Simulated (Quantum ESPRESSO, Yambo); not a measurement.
# A GW chain in Yambo: BP (F-43m), part 2 of 3

Aim: the G0W0 gap of BP (F-43m) on PBE, step by step.

Quantum ESPRESSO 7.5 and Yambo 5.3.0; PBE and many-body steps on it, plane waves. Known limits of the many-body steps: not at the basis limit; coarse k mesh.

So far. Step 2 (Ground state): The gap is indirect, with the least direct gap 2.13 eV higher. Step 3 (Bands along the symmetry lines): The gap is 1.260 eV, −0.021 eV from the run before at this level.

## (4) Empty states on the mesh, 4×4×4 mesh, 101 bands

Level of this step: DFT, PBE, plane waves, norm-conserving pseudopotentials (Quantum ESPRESSO).

The sums over transitions need many empty states on a uniform mesh; this step solves for them.

File pw.in:

```
&control
  calculation = 'nscf'
  prefix = 'x'
  outdir = 'o'
  pseudo_dir = 'pseudo'
/
&system
  ibrav = 0
  nat = 2
  ntyp = 2
  ecutwfc = 68.0
  nbnd = 101
  force_symmorphic = .true.
/
&electrons
  conv_thr = 1e-9
  electron_maxstep = 80
  diago_full_acc = .true.
  diago_thr_init = 5e-6
/
ATOMIC_SPECIES
  B 10.81 B.upf
  P 30.974 P.upf
CELL_PARAMETERS angstrom
  0.0000000000 2.2690000000 2.2690000000
  2.2690000000 0.0000000000 2.2690000000
  2.2690000000 2.2690000000 0.0000000000
ATOMIC_POSITIONS crystal
  B 0.0000000000 0.0000000000 0.0000000000
  P 0.2500000000 0.2500000000 0.2500000000
K_POINTS automatic
  4 4 4 0 0 0
```

The run is started by

```sh
$ OMP_NUM_THREADS=1 mpirun -n 4 pw.x -nk 4 -in pw.in > pw.out
```

What it wrote:

```text
[banner, memory and clock lines left out]
Program PWSCF v.7.5 starts

     Atomic positions and unit cell read from directory:
     o/x.save/

     Message from routine setup:
     using ibrav=0 with symmetry is DISCOURAGED, use correct ibrav instead

     G-vector sticks info

     bravais-lattice index     =            0
     lattice parameter (alat)  =       6.0638  a.u.
     unit-cell volume          =     157.6631 (a.u.)^3
     number of atoms/cell      =            2
     number of atomic types    =            2
     number of electrons       =         8.00
     number of Kohn-Sham states=          101
     kinetic-energy cutoff     =      68.0000  Ry
     charge density cutoff     =     272.0000  Ry
     Exchange-correlation= PBE
                           (   1   4   3   4   0   0   0)

     celldm(1)=   6.063849  celldm(2)=   0.000000  celldm(3)=   0.000000
     celldm(4)=   0.000000  celldm(5)=   0.000000  celldm(6)=   0.000000

     crystal axes: (cart. coord. in units of alat)
               a(1) = (   0.000000   0.707107   0.707107 )
               a(2) = (   0.707107   0.000000   0.707107 )
               a(3) = (   0.707107   0.707107   0.000000 )

     reciprocal axes: (cart. coord. in units 2 pi/alat)
               b(1) = ( -0.707107  0.707107  0.707107 )
               b(2) = (  0.707107 -0.707107  0.707107 )
               b(3) = (  0.707107  0.707107 -0.707107 )
     Pseudo is Norm-conserving + core correction, Zval =  3.0
     Generated using ONCVPSP code by D. R. Hamann
     Using radial grid of 1534 points,  4 beta functions with:
     Pseudo is Norm-conserving + core correction, Zval =  5.0
     Generated using ONCVPSP code by D. R. Hamann
     Using radial grid of 1298 points,  6 beta functions with:
     B                 3.00    10.81000     B ( 1.00)
     P                 5.00    30.97400     P ( 1.00)

     24 Sym. Ops. (no inversion) found

   Cartesian axes

     site n.     atom                  positions (alat units)
         1        B      tau(   1) = (   0.0000000   0.0000000   0.0000000  )
         2        P      tau(   2) = (   0.3535534   0.3535534   0.3535534  )

     number of k points=     8
                       cart. coord. in units 2pi/alat
        k(    1) = (   0.0000000   0.0000000   0.0000000), wk =   0.0312500
        k(    2) = (   0.1767767   0.1767767  -0.1767767), wk =   0.2500000
        k(    3) = (  -0.3535534  -0.3535534   0.3535534), wk =   0.1250000
[...]
k(    7) = (  -0.7071068   0.0000000   0.0000000), wk =   0.0937500
        k(    8) = (  -0.7071068   0.3535534   0.0000000), wk =   0.1875000

     Dense  grid:    11935 G-vectors     FFT dimensions: (  32,  32,  32)

     The potential is recalculated from file :
     o/x.save/charge-density

     Starting wfcs are    8 randomized atomic wfcs +   93 random wfcs

     Band Structure Calculation

     End of band structure calculation

          k = 0.0000 0.0000 0.0000 (  1459 PWs)   bands (ev):

    -6.2179   9.2413   9.2413   9.2413  12.6481  12.6481  12.6481  16.5991
    20.7643  21.2875  21.2875  24.9388  24.9388  24.9388  30.7704  39.5763
    39.5763  39.5763  45.8945  45.8945  45.8945  46.8009  46.8009  52.2709
[...]
140.1940 140.1940 140.1940 140.9616 140.9616

          k = 0.1768 0.1768-0.1768 (  1477 PWs)   bands (ev):

[...]
139.2495 141.7046 141.8155 141.8155 145.1109

          k =-0.3536-0.3536 0.3536 (  1476 PWs)   bands (ev):

[...]
122.8507 126.9860 130.0111 130.6490 130.6490 131.2919 131.2919 132.7419
   133.4946 133.4946 133.7494 137.6891 137.6891 139.6389 140.7021 141.1333
   141.1333 143.3674 143.3674 143.4655 144.1074

          k = 0.3536 0.0000 0.0000 (  1491 PWs)   bands (ev):

     [... further k-points ...]

     highest occupied, lowest unoccupied level (ev):     9.2413   10.5886

     XML data file, pseudopotentials, collected wavefunctions
```

Wall time 2.6 s (4 MPI ranks of Arm Neoverse V1, shared host); peak memory 0.23 GiB.

This step gave:

- gap: 1.347 eV
- k of the valence top: 0, 0, 0
- k of the conduction bottom: 0, -0.5, -0.5
- least direct gap: 3.407 eV
- k points computed: 8
- lowest point of the top converged band, above the valence top: 131.7203 eV

On this mesh the gap is 1.347 eV. The earlier step found 1.281 eV, so this mesh misses an edge.

## (5) Conversion and set-up

This step: Yambo 5.3.0; conversion and set-up on PBE, plane waves, norm-conserving pseudopotentials.

The states are converted to the many-body program's format and the q mesh is built.

The run is started by

```sh
$ (cd o/x.save; p2y > p2y.log; mv SAVE ../..); yambo > setup.log
```

What it wrote:

```text
 Yambo, version 5.3.0

 [02] CORE Variables Setup
 =========================

  [02.01] Unit cells
  ==================

  Cell kind             :  FCC
  Atoms in the cell     :  B  P
  number of B  atoms    :  1
  number of P  atoms    :  1

  List of atomic masses
  Mass of B     :  10.81000
  Mass of P     :  30.97400

  List of atomic coordinates    : [cc]
  B1       :  0.000000  0.000000  0.000000  order 1
  P1       :  2.143894  2.143894  2.143894  order 2

  Alat factors          :  4.287789  4.287789  4.287789 [a.u.]
  Direct lattice volume :  157.6631 [a.u.]
  Direct lattice vectors:  A[ 1 ]  A[ 2 ]  A[ 3 ]
   A[ 1 ]:  0.000000  1.000000  1.000000  [iru]
   0.000000  4.287789  4.287789  [cc]
   A[ 2 ]:  1.000000  0.000000  1.000000  [iru]
   4.287789  0.000000  4.287789  [cc]
   A[ 3 ]:  1.000000  1.000000  0.000000  [iru]
   4.287789  4.287789  0.000000  [cc]

  Recip. lattice volume :  1.573293 [a.u.]
  Recip. lattice vectors:  B[ 1 ]  B[ 2 ]  B[ 3 ]
   B[ 1 ]: -0.500000  0.500000  0.500000  [iku]
  -0.732684  0.732684  0.732684  [cc]
   B[ 2 ]:  0.500000 -0.500000  0.500000  [iku]
   0.732684 -0.732684  0.732684  [cc]
   B[ 3 ]:  0.500000  0.500000 -0.500000  [iku]
   0.732684  0.732684 -0.732684  [cc]

  [02.02] Symmetries
  ==================

  Inversion symmetry    : yes
  Spatial inversion     : no
  Inversion index       :  25
  K-space Time-reversal : yes
  Magnetic symmetries   : no
  Time-reversal derived K-space symmetries:   25   48
  Group table correct   : yes
  Symmetries units      :  [cc]

   [S  1]:   1.0000     -0.18269E-17 -0.18269E-17 -0.18269E-17   1.0000      0.18269E-17  0.18269E-17  0.18269E-17   1.0000
   [S  2]:  -1.0000      0.18269E-17 -0.18269E-17  0.18269E-17  -1.0000      0.18269E-17 -0.18269E-17 -0.18269E-17   1.0000
   [S  3]:  -1.0000     -0.18269E-17  0.18269E-17  0.18269E-17   1.0000     -0.18269E-17 -0.18269E-17  0.18269E-17  -1.0000
[...]
[S  9]: -0.18269E-17   1.0000     -0.18269E-17  0.18269E-17 -0.18269E-17   1.0000       1.0000      0.18269E-17  0.18269E-17
   [S 10]: -0.18269E-17  -1.0000      0.18269E-17  0.18269E-17  0.18269E-17  -1.0000       1.0000     -0.18269E-17 -0.18269E-17
     [... 36 further rows ...]
   [S*47]:   1.0000     -0.18269E-17  0.18269E-17 -0.18269E-17  0.18269E-17  -1.0000      0.18269E-17   1.0000     -0.18269E-17
   [S*48]:   1.0000      0.18269E-17 -0.18269E-17 -0.18269E-17 -0.18269E-17   1.0000      0.18269E-17  -1.0000      0.18269E-17

  [02.03] Reciprocal space
  ========================

  nG shells         :  170
  nG charge         :  11935
  nG WFs            :  1909
  nC WFs            :  1524
  G-vecs. in first 17 shells:  [ Number ]
     1    9   15   27   51   59   65   89  113
    137   169   181   229   259   283   307   331
  ...
  Shell energy in first 17 shells:  [ mHa ]
[...]
K_min[ 3 ] : -0.25000     -0.10617E-17  0.34636E-17 [rlu]
  Grid dimensions      :   4   4   4
  K lattice UC volume  :  0.024583 [a.u.]

  IBZ K-points                                      :   8
  BZ  K-points                                      :   64

  K/Q-points units:
  rlu = crystal or reduced units; cc = cartesian coordinates; iku = interal k-units

  K [1]          [rlu]:  0.000000  0.000000  0.000000
         WF components:  1459
  K [2]          [rlu]: -0.98763E-17  0.40015E-17  0.25000
         WF components:  1477
  K [3]          [rlu]:  0.19753E-16 -0.80030E-17 -0.50000
         WF components:  1476
  K [4]          [rlu]: -0.90507E-17  0.25000      0.25000
         WF components:  1491
  K [5]          [rlu]: -0.15756E-16  0.25000     -0.50000
         WF components:  1491
  [... 2 further k-points ...]
  K [8]          [rlu]:  0.250000 -0.500000 -0.250000
         WF components:  1480

  [02.05] Energies & Occupations
  ==============================

  [X] === General ===
  [X] Electronic Temperature                        :  0.000000  0.000000 [eV K]
  [X] Bosonic    Temperature                        :  0.000000  0.000000 [eV K]
  [X] Finite Temperature mode                       : no
  [X] El. density                                   :  0.34242E+24 [cm-3]
  [X] Fermi Level                                   :  9.241273 [eV]

  [X] === Gaps and Widths ===
  [X] Conduction Band Min                           :  1.347324 [eV]
  [X] Valence Band Max                              :  0.000000 [eV]
  [X] Filled Bands                                  :   4
  [X] Empty Bands                                   :    5  101
  [X] Direct Gap                                    :  3.406803 [eV]
  [X] Direct Gap localized at k                     :  1
  [X] Indirect Gap                                  :  1.347324 [eV]
  [X] Indirect Gap between kpts                     :   1   7
  [X] Last valence band width                       :  5.466754 [eV]
  [X] 1st conduction band width                     :  3.986001 [eV]

  E @ K [1]:  [eV]
   -15.459     -0.11693E-09 -0.37342E-10   0.0000       3.4068       3.4068       3.4068       7.3579
  occ @ K [1]
[...]
E @ K [2]:  [eV]
[...]
occ @ K [2]
[...]
E @ K [3]:  [eV]
[...]
occ @ K [3]
[...]
E @ K [4]:  [eV]
[...]
occ @ K [4]
[...]
E @ K [5]:  [eV]
[...]
occ @ K [5]
[...]
[... 2 further k-points ...]
  E @ K [8]:  [eV]
  -10.33326  -8.05264  -5.66965  -5.46675   5.33332   6.77210   7.23369   7.44884
  occ @ K [8]
   2.000000  2.000000  2.000000  2.000000  0.000000  0.000000  0.000000  0.000000

 [03] Transferred momenta grid and indexing
 ==========================================

 IBZ Q-points                                      :   8
 BZ  Q-points                                      :   64

 K/Q-points units:
 rlu = crystal or reduced units; cc = cartesian coordinates; iku = interal k-units

 Q [1]          [rlu]:  0.000000  0.000000  0.000000
 Q [2]          [rlu]: -0.10617E-17 -0.10617E-17  0.25000
 Q [3]          [rlu]:  0.21235E-17  0.21235E-17 -0.50000
[...]
Q [7]          [rlu]:  0.18101E-16 -0.50000     -0.50000
 Q [8]          [rlu]:  0.250000 -0.500000 -0.250000

  [03.01] X indexes
  =================

   [03.01.01] Sigma indexes
   ========================

 [06] Game Over & Game summary
```

It took 2 s on 1 MPI rank; peak memory 0.23 GiB.

[end of part 2 of 3]

[Paths, hosts, dates, memory and timing lines, banners, echoed tables and standing remarks are left out of the program output.]

[Logs are printed without paths, hosts, clocks, repeated set-up lines and the standing remarks that a program may print on its own settings, such as how far it seeks lower states.]

[Runs of the session that timed out or met a known fault of the program may be left out.]

[Hosts, paths, dates, database ids (printed as entryN), source tags and the programs' standing remarks are cut or masked in the printed files.]
